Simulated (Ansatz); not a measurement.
Li$_{3}$N:
```
CELL_PARAMETERS angstrom
      3.60998     0.00000     0.00000
     -1.80499     3.12634     0.00000
      0.00000     0.00000     3.85518
ATOMIC_POSITIONS crystal
  Li 0.00000 0.00000 0.50000
  Li 0.33333 0.66667 0.00000
  Li 0.66667 0.33333 0.00000
  N  0.00000 0.00000 0.00000
```

Relaxed with r²SCAN. Independent-particle spectrum: no excitons, no local fields, no scissors shift; 0.1 eV broadening; ε₁ of the summed bands alone.

Problem. Tabulate the dielectric function from the program Ansatz at the r²SCAN level (PAW).

Solution. 

| E (eV) | ε₁ xx | ε₂ xx | ε₁ zz | ε₂ zz |
|---|---|---|---|---|
| 0.0 | 5.10 | 0.00 | 5.24 | 0.00 |
| 0.3 | 5.13 | 0.00 | 5.26 | 0.00 |
| 0.6 | 5.22 | 0.00 | 5.32 | 0.00 |
| 0.9 | 5.39 | 0.00 | 5.43 | 0.00 |
| 1.2 | 5.67 | 0.00 | 5.60 | 0.00 |
| 1.5 | 6.20 | 0.00 | 5.85 | 0.00 |
| 1.8 | 7.13 | 0.68 | 6.20 | 0.00 |
| 2.1 | 7.68 | 1.16 | 6.72 | 0.03 |
| 2.4 | 8.98 | 4.17 | 7.49 | 0.10 |
| 2.7 | 6.70 | 5.97 | 8.74 | 0.29 |
| 3.0 | 4.48 | 6.82 | 11.60 | 1.16 |
| 3.3 | 2.83 | 5.68 | 12.41 | 6.22 |
| 3.6 | 2.39 | 5.12 | 11.16 | 9.83 |
| 3.9 | 1.96 | 5.26 | 7.60 | 13.55 |
| 4.2 | 0.70 | 4.84 | 3.87 | 18.31 |
| 4.5 | -0.48 | 3.32 | -8.39 | 10.21 |
| 4.8 | 0.07 | 2.19 | -5.16 | 4.82 |
| 5.1 | 0.40 | 1.72 | -3.56 | 3.24 |
| 5.4 | 0.82 | 1.18 | -2.42 | 2.24 |
| 5.7 | 1.31 | 0.91 | -1.47 | 1.76 |
| 6.0 | 1.85 | 0.79 | -0.56 | 1.81 |
| 6.3 | 2.44 | 0.84 | -0.86 | 2.20 |
| 6.6 | 3.19 | 1.56 | -0.90 | 1.74 |
| 6.9 | 2.36 | 2.45 | -0.87 | 1.40 |
| 7.2 | 2.08 | 2.01 | -0.67 | 0.98 |
| 7.5 | 2.40 | 1.89 | -0.35 | 0.68 |
| 7.8 | 2.63 | 2.05 | 0.00 | 0.56 |
| 8.1 | 2.95 | 2.66 | 0.27 | 0.52 |
| 8.4 | 3.33 | 2.97 | 0.46 | 0.47 |
| 8.7 | 1.85 | 4.03 | 1.03 | 0.51 |
| 9.0 | 1.41 | 4.75 | 0.83 | 0.82 |
| 9.3 | -0.05 | 4.23 | 1.00 | 0.72 |
| 9.6 | -0.24 | 3.53 | 1.36 | 1.36 |
| 9.9 | -0.76 | 2.93 | 0.73 | 1.39 |
| 10.2 | -0.69 | 2.38 | 0.42 | 1.28 |
| 10.5 | -0.64 | 2.07 | 0.54 | 0.90 |
| 10.8 | -0.59 | 1.77 | 0.72 | 1.00 |
| 11.1 | -0.53 | 1.39 | 0.49 | 1.09 |
| 11.4 | -0.23 | 1.24 | 0.43 | 0.77 |
| 11.7 | -0.06 | 1.33 | 0.60 | 0.66 |
| 12.0 | -0.25 | 1.25 | 0.58 | 0.69 |

Problem. From ε at 1.9 eV (xx: 7.20 + 0.93i), find n, k, the normal reflectivity and the absorption coefficient.

Solution. n = 2.69, k = 0.173, R = 21 %, α = 2kE/ħc = 33000 cm⁻¹.

With all bands, ε∞ without local fields is 5.16 (xx = yy), 5.30 (zz). DFPT, with local fields, gives 5.20 (xx = yy), 4.95 (zz).

Space group P6/mmm. Symmetry was held in the r²SCAN relaxation; phonons on a q-mesh show weakly imaginary modes.

Potentials: the later of the program's two PAW sets.
